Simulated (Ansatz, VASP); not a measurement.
# AlN in VASP and in Ansatz

```xyz
4
Lattice="3.1753 0.0000 0.0000 -1.5876 2.7499 0.0000 0.0000 0.0000 4.0130" Properties=species:S:1:pos:R:3 pbc="T T T"
Al    0.0000    1.8333    3.0097
Al    1.5876    0.9166    1.0032
N     0.0000    1.8333    1.0032
N     1.5876    0.9166    3.0097
```

Alike in both runs: task single point; functional PBE; k mesh 9 × 9 × 6; occupations gaussian, width 0.05 eV; no spin polarisation.

|  | VASP | Ansatz |
| --- | --- | --- |
| version | VASP 6.6.1 | Ansatz 0.2.0 |
| potentials or method | VASP PAW PBE potentials, release 64 (Al, N) | scalar-relativistic, plane waves, PAW |
| plane-wave cutoff (eV) | 520 | 520 |
| valence electrons in the cell | 16 | 16 |

|  | VASP | Ansatz | Ansatz less VASP |
| --- | --- | --- | --- |
| gap on the k mesh at the Fermi level (eV) | 4.22 | 4.20 | -0.015 |
| least direct gap on the mesh (eV) | 4.22 | 4.20 | -0.015 |

Caveats: an odd mesh through Γ misses points on the zone boundary, where band edges often lie.
